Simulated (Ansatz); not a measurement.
**MnSi under changes of volume**

One of the cells (14.498 Å³/atom); the others are scaled copies at fixed shape and fractional positions:

```
Mn Si
1.0
     3.07218    0.00000    0.00000
     0.00000    3.07218    0.00000
     0.00000    0.00000    3.07218
Mn Si
1 1
Direct
  0.00000 0.00000 0.00000
  0.50000 0.50000 0.50000
```

The cell was built by a generator and needn't be a form met in nature.

* Program: Ansatz 0.2.0
* Functional: PBE
* Potentials or basis: all-electron LAPW, scalar-relativistic
* Cutoff: 226 eV (chosen from the basis error)
* Basis error allowed: 0.0005 eV/atom
* k mesh: 9 × 9 × 9
* Occupations: fermi-dirac, width 0.05 eV
* Spin: collinear spin, ferromagnetic start
* Starting moments: [4.0, 0.0] μB

```tsv
volume (Å³/atom)	energy over the lowest point (meV/atom)	pressure (GPa)	moment (μB per cell)
13.628	0.00	-27.7	0.89
13.918	51.59	-29.0	0.91
14.208	105.09	-29.9	0.94
14.498	159.97	-30.6	0.98
14.788	194.90	-18.5	2.58
15.078	229.43	-19.4	2.61
15.368	?	?	?
```

Question: What does the run at 15.368 Å³/atom give?

Answer: Energy over the lowest point 265.36 meV/atom; pressure -19.8 GPa; moment 2.67 μB per cell.

The energies don't lie on one smooth curve, so no fit is given. The run at 14.498 Å³/atom lies farthest off, from a change of basis, grid or state.

Energies are extrapolated to zero smearing.

Caveats: the moment fell far below its start of 4 μB, so a state of higher moment may lie lower in energy (some runs).
